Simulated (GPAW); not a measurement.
# zinc-blende (ZnSe)₁₋ₓ(BeSe)ₓ at x = 0.125: the Se K absorption edge

Aim: the Se K edge in zinc-blende (ZnSe)₁₋ₓ(BeSe)ₓ at x = 0.125, one member of a composition series.

Main program and level: GPAW 26.7.0; X-ray absorption from dipole matrix elements to empty bands, plane-wave PAW LDA.

## (1) Starting point

The cell holds 16 atoms: 1 Be, 8 Se and 7 Zn. Cell: a = 7.922 Å, b = 7.922 Å, c = 7.922 Å, α = 60.0°, β = 60.0°, γ = 60.0°. 16-atom zinc-blende cell, 1 of 8 Zn sites taken by Be at random, lattice constants typed for the ends and interpolated (Vegard).

## (2) Relaxation

The cell was built by hand, so its atoms are relaxed first: near-edge features follow bond lengths closely.

relax.py reads:

```python
import numpy as np
from ase import Atoms
from ase.parallel import parprint, paropen
from gpaw import GPAW, PW, FermiDirac, Mixer, MixerDif, setup_paths
from ase.optimize import BFGS

atoms = Atoms('BeSeZnSeZnSeZnSeZnSeZnSeZnSeZnSe',
    cell=[[0, 5.601875, 5.601875],
     [5.601875, 0, 5.601875],
     [5.601875, 5.601875, 0]],
    scaled_positions=[[0.000202, 0.001345, 0.997193],
     [0.122734, 0.131604, 0.12308],
     [0.00167, 0.002066, 0.497492],
     [0.125289, 0.126889, 0.62586],
     [0.00069, 0.500069, 0.99919],
     [0.124671, 0.624185, 0.124712],
     [0.003829, 0.502915, 0.497636],
     [0.124538, 0.625275, 0.625373],
     [0.500571, 0.999251, 0.000144],
     [0.623577, 0.123283, 0.122118],
     [0.501072, 0.999347, 0.4975],
     [0.625874, 0.125799, 0.625029],
     [0.50251, 0.499742, 0.002726],
     [0.625143, 0.623345, 0.127557],
     [0.499636, 0.499805, 0.500844],
     [0.62721, 0.623369, 0.622234]],
    pbc=True)
atoms.calc = GPAW(legacy_gpaw=True, mode=PW(400, force_complex_dtype=True), xc='LDA', setups={},
    kpts={'size': (3, 3, 3), 'gamma': True}, occupations=FermiDirac(0.08),
    charge=0, mixer=Mixer(0.1, 5, 50), maxiter=150,
    convergence={'density': 0.0001, 'eigenstates': 1e-6}, txt='relax.txt')
steps = []
opt = BFGS(atoms, logfile='-')
opt.attach(lambda: steps.append([atoms.get_potential_energy(), float(np.linalg.norm(atoms.get_forces(), axis=1).max())]))
done = opt.run(fmax=0.05, steps=30)
out = dict(done=bool(done), steps=steps, frac=atoms.get_scaled_positions().tolist())
import json
with paropen('out.json', 'w') as f:
    json.dump(out, f)
```

Started as:

```
$ OMP_NUM_THREADS=1 mpirun -n 4 gpaw python relax.py
```

Numbers of over 12 decimals in the logs are rounded to 6 here.

What it wrote:

```text
Input parameters:
  convergence: {density: 0.0001,
                eigenstates: 1e-06}
  kpts: {gamma: True,
         size: (3, 3, 3)}
  maxiter: 150
  mixer: {backend: pulay,
          beta: 0.1,
          method: separate,
          nmaxold: 5,
          weight: 50}
  mode: {ecut: 400.0,
         force_complex_dtype: True,
         name: pw}
  occupations: {fixmagmom: False,
                name: fermi-dirac,
[...]
Forces in eV/Ang:
[...]
14 Zn   -0.00400   -0.00649    0.01591
 15 Se   -0.00028   -0.00919    0.00182
Step     Time          Energy          fmax
BFGS:    0 02:16:24      -61.225272        1.148063
BFGS:    1 02:16:47      -61.289188        0.996821
BFGS:    2 02:17:21      -61.496198        0.118820
BFGS:    3 02:17:39      -61.498118        0.112864
BFGS:    4 02:17:58      -61.499730        0.089554
BFGS:    5 02:18:18      -61.501277        0.042116
[key lines of the parts left out:]
Converged after 7 iterations.
Dipole moment: (-32.200418, -32.177991, -32.549851) |e|*Ang
Free energy:    -61.501277
Fermi level: 4.43479
```

Elapsed: 2.8 min, on 4 MPI ranks of AMD EPYC 7B13 (Zen 3), shared host; peak memory 0.35 GiB.

In 5 steps the energy fell by 276 meV (energies extrapolated to zero smearing) and the largest force to 0.042 eV/Å. Atom 2 (Se; the text counts from 1, the script from 0) is among those that moved most, by 0.14 Å.

## (3) The field without a hole

A plain self-consistent run shows whether there is a gap, which decides the set-up of the core-hole run.

scf.py reads:

```python
import numpy as np
from ase import Atoms
from ase.parallel import parprint, paropen
from gpaw import GPAW, PW, FermiDirac, Mixer, MixerDif, setup_paths
from gpaw.test import gen
setup_paths.insert(0, '.')
gen('Se', name='nch1s', xcname='LDA', corehole=(1, 0, 0), write_xml=True)
from gpaw.mpi import world
world.barrier()

atoms = Atoms('BeSeZnSeZnSeZnSeZnSeZnSeZnSeZnSe',
    cell=[[0, 5.601875, 5.601875],
     [5.601875, 0, 5.601875],
     [5.601875, 5.601875, 0]],
    scaled_positions=[[0.9999893, 0.0008973, 0.9986077],
     [0.1188553, 0.1201596, 0.1179792],
     [0.0011526, 0.0026404, 0.4983719],
     [0.1201926, 0.1203673, 0.6416728],
     [0.0001742, 0.5014105, 0.9995717],
     [0.1204623, 0.643722, 0.117607],
     [0.0018818, 0.5012523, 0.4981025],
     [0.1255573, 0.6269917, 0.624187],
     [0.498865, 0.9999541, 0.9994117],
     [0.6429673, 0.1190175, 0.1179357],
     [0.5010249, 0.999517, 0.4983696],
     [0.6256018, 0.1247403, 0.6240841],
     [0.5010821, 0.4994252, 0.0001193],
     [0.6249063, 0.6247046, 0.1263605],
     [0.4999407, 0.4991858, 0.5014815],
     [0.6263522, 0.6243133, 0.6247876]],
    pbc=True)
atoms.calc = calc = GPAW(legacy_gpaw=True, mode=PW(400, force_complex_dtype=True), xc='LDA', setups={1: 'nch1s'},
    kpts={'size': (3, 3, 3), 'gamma': True}, occupations=FermiDirac(0.05),
    charge=0, mixer=Mixer(0.1, 5, 50), maxiter=150,
    convergence={'density': 0.0001, 'eigenstates': 1e-6}, txt='scf.txt')
energy = atoms.get_potential_energy() + calc.get_reference_energy()
ef = calc.get_fermi_level()
out = dict(energy=energy, fermi=ef, forces=atoms.get_forces().tolist())
parprint(f'all-electron energy {energy:.4f} eV, Fermi level {ef:.4f} eV')
ev = np.array([[calc.get_eigenvalues(k, s) for k in range(len(calc.get_ibz_k_points()))] for s in range(calc.get_number_of_spins())])
out['homo'], out['lumo'], out['counts'] = ev[ev < ef].max(), ev[ev > ef].min(), sorted(set((ev < ef).sum((0, 2)).tolist()))
out['filled'] = (ev[:, 0] < ef).sum(1).tolist()
import json
with paropen('out.json', 'w') as f:
    json.dump(out, f)
```

Started as:

```
$ OMP_NUM_THREADS=1 mpirun -n 4 gpaw python scf.py
```

What it wrote:

```text
Input parameters:
  convergence: {density: 0.0001,
                eigenstates: 1e-06}
  kpts: {gamma: True,
         size: (3, 3, 3)}
  maxiter: 150
  mixer: {backend: pulay,
          beta: 0.1,
          method: separate,
          nmaxold: 5,
          weight: 50}
  mode: {ecut: 400.0,
         force_complex_dtype: True,
         name: pw}
  occupations: {fixmagmom: False,
                name: fermi-dirac,
                width: 0.05}
  setups: {1: nch1s}

Initialize ...

[... PAW data sets ...]

Reference energy: -870045.889491  # eV

Spin-paired calculation

[... convergence settings ...]
Symmetries present (total): 1
  [... symmetry matrices ...]

27 k-points: 3 x 3 x 3 Monkhorst-Pack grid
14 k-points in the irreducible part of the Brillouin zone
       k-points in crystal coordinates                weights
   0:     0.00000000    0.00000000    0.00000000          1/27
   1:     0.00000000    0.00000000    0.33333333          2/27
   2:     0.00000000    0.33333333   -0.33333333          2/27
   3:     0.00000000    0.33333333    0.00000000          2/27
   4:     0.00000000    0.33333333    0.33333333          2/27
   5:     0.33333333   -0.33333333   -0.33333333          2/27
   6:     0.33333333   -0.33333333    0.00000000          2/27
   7:     0.33333333   -0.33333333    0.33333333          2/27
   8:     0.33333333    0.00000000   -0.33333333          2/27
   9:     0.33333333    0.00000000    0.00000000          2/27
          ...
  13:     0.33333333    0.33333333    0.33333333          2/27

Wave functions: Plane wave expansion
  Cutoff energy: 400.000 eV
  Number of coefficients (min, max): 6374, 6405
  Pulay-stress correction: 0.000000 eV/Ang^3 (de/decut=0.000000)
  Using FFTW library
  Wavefunction extrapolation:
    Improved wavefunction reuse through dual PAW basis

Occupation numbers: Fermi-Dirac:
  width: 0.0500  # eV

Eigensolver
   Davidson(niter=2)

Densities:
  Coarse grid: 40*40*40 grid
  Fine grid: 80*80*80 grid
  Total Charge: 0.000000

Density mixing:
  Method: separate
  Backend: pulay
  Linear mixing parameter: 0.1
  old densities: 5
  Width of damping distribution: 1.1
  Damping of long wavelength oscillations: 50

[... Hamiltonian set-up ...]
Number of atoms: 16
Number of atomic orbitals: 99
Number of bands in calculation: 85
Number of valence electrons: 134
Bands to converge: occupied

... initialized

Initializing position-dependent things.

Density initialized from atomic densities
Creating initial wave functions:
  85 bands from LCAO basis set

                                    Zn
                        Be Zn
                         Se

                Se
                    Zn
                  Se
         Se Zn         Se
                           Zn
              Se
                   Zn
                Se

       Se   Zn

Atomic positions and initial magnetic moments

Positions:
   0 Be     5.599102   11.195891    5.606842    ( 0.0000,  0.0000,  0.0000)
   1 Se     1.334024    1.326717    1.338932    ( 0.0000,  0.0000,  0.0000)
   2 Zn     2.806608    2.798274    0.021248    ( 0.0000,  0.0000,  0.0000)
   3 Se     4.268853    4.267875    1.347586    ( 0.0000,  0.0000,  0.0000)
   4 Zn     8.408315    5.600452    2.809815    ( 0.0000,  0.0000,  0.0000)
   5 Se     4.264870    1.333634    4.280865    ( 0.0000,  0.0000,  0.0000)
   6 Zn     5.598261    2.800850    2.818494    ( 0.0000,  0.0000,  0.0000)
[...]
13 Se     4.207373    4.208503    7.000164    ( 0.0000,  0.0000,  0.0000)
  14 Zn     5.605613    5.609842    5.596982    ( 0.0000,  0.0000,  0.0000)
  15 Se     6.997307    7.008729    7.006072    ( 0.0000,  0.0000,  0.0000)

Unit cell:
           periodic     x           y           z      points  spacing
  1. axis:    yes    0.000000    5.601875    5.601875    40     0.1617
  2. axis:    yes    5.601875    0.000000    5.601875    40     0.1617
  3. axis:    yes    5.601875    5.601875    0.000000    40     0.1617

  Lengths:   7.922248   7.922248   7.922248
  Angles:   60.000000  60.000000  60.000000

Effective grid spacing dv^(1/3) = 0.1764

iter:   1   -62.492006
iter:   2   -62.543493   -0.32  -1.24
iter:   3   -61.588794   -1.28  -1.30
iter:   4   -61.635201   -1.81  -1.54
iter:   5   -61.543492   -2.37  -1.66
iter:   6   -61.511689   -3.09  -2.18
iter:   7   -61.506073c  -3.19  -2.28
iter:   8   -61.502237c  -3.63  -2.92
iter:   9   -61.501366c  -4.27  -2.86
iter:  10   -61.501275c  -5.05  -3.56
iter:  11   -61.501285c  -5.77  -3.50
iter:  12   -61.501268c  -5.53  -3.51
iter:  13   -61.501277c  -5.53  -3.67
iter:  14   -61.501249c  -6.33c -3.77
iter:  15   -61.501249c  -6.08c -3.87
iter:  16   -61.501240c  -6.46c -4.51c

Converged after 16 iterations.

Dipole moment: (-32.198258, -32.176490, -32.548168) |e|*Ang

Energy contributions relative to reference atoms: (reference = -870045.889491)

Kinetic:        +86.798709
Potential:      -74.559499
External:        +0.000000
XC:             -73.120899
Entropy (-ST):   -0.000000
Local:           -0.619551
SIC:             +0.000000
--------------------------
Free energy:    -61.501240
Extrapolated:   -61.501240

Showing only first 2 kpts
 Kpt  Band  Eigenvalues  Occupancy
  0    65      3.71464    2.00000
  0    66      3.71672    2.00000
  0    67      5.04708    0.00001
  0    68      6.10014    0.00000

  1    65      3.46722    2.00000
  1    66      3.46929    2.00000
  1    67      6.26851    0.00000
  1    68      6.37398    0.00000

Fermi level: 4.40939

Gap: 1.330 eV
Transition (v -> c):
  (s=0, k=0, n=66, [0.00, 0.00, 0.00]) -> (s=0, k=0, n=67, [0.00, 0.00, 0.00])
No difference between direct/indirect transitions

Forces in eV/Ang:
  0 Be    0.00859    0.01579    0.00212
  1 Se    0.02390    0.00073    0.01924
  2 Zn   -0.00833   -0.00227    0.01011
  3 Se   -0.01816   -0.02018    0.01335
  4 Zn   -0.01199    0.03642   -0.00674
  5 Se   -0.00322    0.00674   -0.02728
  6 Zn   -0.02334    0.00250   -0.00728
[...]
13 Se   -0.00732   -0.00537    0.00044
 14 Zn   -0.00484   -0.00456    0.01715
 15 Se   -0.00650   -0.01434   -0.00047
Scalar-relativistic atomic LDA calculation for Se (Selenium, Z=34)
Core hole in 1s state (1s occupation: 2.0)
600 radial gridpoints.
|------------------------------------------------|
|------------------------------------------------|
[... the atom generator's iteration count ...]

Energy contributions:
-------------------------
Kinetic:    +2473.673807
XC:           -84.568572
Potential:  -4815.191637
-------------------------
Total:      -2426.086403

state      eigenvalue         ekin         rmax
-----------------------------------------------
1s^2.0 :  -458.454063   585.610500        0.029
2s^2.0 :   -58.944272   113.958427        0.165
2p^6.0 :   -51.926385   111.024402        0.132
3s^2.0 :    -7.811225    26.858720        0.503
3p^6.0 :    -5.612216    24.321149        0.500
3d^10.0:    -1.962010    19.216000        0.451
4s^2.0 :    -0.642093     3.714776        1.502
4p^4.0 :    -0.244602     2.288913        1.798
-----------------------------------------------
(units: Bohr and Hartree)

Generating PAW setup
Kinetic energy of the core from tauc = 2487.595922257975
Cutoffs:
rc(s)=1.600
rc(p)=1.900
rc(d)=1.600
rc(vbar)=1.440
rc(comp)=1.600
rc(nct)=1.900

Kinetic energy of the core states: 2457.088603
Charge: 0.0
Core electrons: 28.0
Valence electrons: 6.0
Pseudo-core charge: 1.089569
Shape function alpha=3.906
Pseudo-electron charge 7.390631
state    eigenvalue         norm
--------------------------------
4s(2) :    -0.642093     1.095786
*s    :     0.357907
4p(4) :    -0.244602     1.027373
*p    :     0.755398
*d    :     0.000000
--------------------------------

Diagonalizing with gridspacing h=0.050

state   all-electron     PAW
-------------------------------
4s:      -0.642093    -0.642657
4p:      -0.244602    -0.244988
*d:                    0.040490
*f:                    0.073581
-------------------------------
all-electron energy -870107.3907 eV, Fermi level 4.4094 eV
```

Run time: 55 s. Hardware: 4 MPI ranks; peak memory 0.36 GiB.

The mesh shows a gap of 1.33 eV. The excited electron is kept all the same, so that all members of the series, with or without a gap, are treated alike.

## (4) Cell without a hole, the energy reference

The photon energy needs a difference of total energies, so the cell and mesh of the coming hole run are first run without a hole.

Edit scf.py of step 3 so:

```diff
@@ -32,3 +32,3 @@
 atoms.calc = calc = GPAW(legacy_gpaw=True, mode=PW(400, force_complex_dtype=True), xc='LDA', setups={1: 'nch1s'},
-    kpts={'size': (3, 3, 3), 'gamma': True}, occupations=FermiDirac(0.05),
+    kpts={'size': (3, 3, 3), 'gamma': True}, occupations=FermiDirac(0.02),
     charge=0, mixer=Mixer(0.1, 5, 50), maxiter=150,
```

What it wrote:

```text
Input parameters:
  convergence: {density: 0.0001,
                eigenstates: 1e-06}
  kpts: {gamma: True,
         size: (3, 3, 3)}
  maxiter: 150
  mixer: {backend: pulay,
          beta: 0.1,
          method: separate,
          nmaxold: 5,
          weight: 50}
  mode: {ecut: 400.0,
         force_complex_dtype: True,
         name: pw}
  occupations: {fixmagmom: False,
                name: fermi-dirac,
[...]
4s(2) :    -0.642093     1.095786
*s    :     0.357907
4p(4) :    -0.244602     1.027373
*p    :     0.755398
*d    :     0.000000
--------------------------------

Diagonalizing with gridspacing h=0.050

state   all-electron     PAW
-------------------------------
4s:      -0.642093    -0.642657
4p:      -0.244602    -0.244988
*d:                    0.040490
*f:                    0.073581
-------------------------------
all-electron energy -870107.3907 eV, Fermi level 4.1987 eV
[key lines of the parts left out:]
Converged after 16 iterations.
Dipole moment: (-32.198258, -32.176490, -32.548167) |e|*Ang
Free energy:    -61.501240
Fermi level: 4.19867
```

The job ended after 54 s (4 MPI ranks; peak memory 0.36 GiB).

Reference energy: -870107.391 eV with the cores included.

(Part 1 of 3 ends here.)

[Banner, clock and machine lines of the logs are left out without a mark of their own.]

[Logs are printed without paths, hosts, clocks, repeated set-up lines and the standing remarks that a program may print on its own settings, such as how far it seeks lower states.]

[Hosts, paths, dates, database ids (printed as entryN), source tags and the programs' standing remarks are cut or masked in the printed files.]

[Lists of maxima count a maximum above −3 eV only where it reaches 4 % of the highest in the window and stands out from its surroundings by 2 % of it (1.5 % where it reaches 55 %); shoulders and weaker maxima are passed over, and of the rest the first, up to two pre-edge ones and the few strongest are named.]
